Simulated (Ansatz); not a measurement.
# AlFe: the cost of one run

Program: Ansatz 0.2.0. Level of theory: DFT PBE, scalar-relativistic, plane waves, PAW. These are calculated values, not measurements.

2 further runs of the same task are left out: 1 that didn't finish, 1 set aside as unsound or not needed. Runs told in other sessions of the task aren't counted.

### Step 1. Starting point

Symmetry: Pm-3m, No. 221, cubic system. The conventional cell has a = 2.874 Å, b = 2.874 Å, c = 2.874 Å, α = 90.00°, β = 90.00°, γ = 90.00°. Al (site symmetry m-3m) has 8 Fe at 2.49 Å in its first shell of neighbours. Fe (site symmetry m-3m) has 8 Al at 2.49 Å in its first shell of neighbours.

As a file:

```
Al Fe
1.0
     2.87433    0.00000    0.00000
     0.00000    2.87433    0.00000
     0.00000    0.00000    2.87433
Al Fe
1 1
Cartesian
  0.0000 0.0000 0.0000
  1.4372 1.4372 1.4372
```

It is the result of an earlier relaxation at this level (volume 11.87 Å³/atom; gap on the mesh: none (metal), site moments up to 0.7 μB).

### Step 2. Bands, states and charges

input.yaml

```yaml
crystal:
  lattice:
    - [2.8743308634, 0.0, 0.0]
    - [0.0, 2.8743308634, 0.0]
    - [0.0, 0.0, 2.8743308634]
  atoms:
    - { symbol: Al, position: [0.0, 0.0, 0.0] }
    - { symbol: Fe, position: [0.5, 0.5, 0.5], spin: 0.77 }
basis:
  ecutwfc: 420
kpoints:
  mp_grid: { grid: [14, 14, 14] }
  band_path:
    path:
      - [[0.0, 0.0, 0.0], [0.0, 0.5, 0.0], [0.5, 0.5, 0.0], [0.0, 0.0, 0.0], [0.5, 0.5, 0.5], [0.0, 0.5, 0.0]]
      - [[0.5, 0.5, 0.5], [0.5, 0.5, 0.0]]
    npoints: 14
hamiltonian:
  xc: pbe
scf:
  occupations: { method: gaussian, width: 0.1 }
  n_extra_bands: 6
output:
  forces: true
  stress: true
  eigenvalues: true
  populations: true
  dos: { projected: true, de: 0.02, nscf_kmesh: { grid: [21, 21, 21] } }
  bader: true
  write_density: true
  write_potential: true
  elf: true
  volumetric_format: npy
magnetization:
  spin_polarized: true
checkpoint:
  read: start.run
  write: ck
  compress: false
  write_wavefunctions: false
  write_every: 100000
```

The run is started by

```sh
> ansatz run input.yaml --threads 1 --pin off --max-ram 2560MiB --backend cpu --events-out ev --progress --plain --runs-dir out
```

Q: Estimate wall time and peak memory on 1 thread of Arm Neoverse V1, shared host.

About 24 s, with a peak of 0.35 GiB.
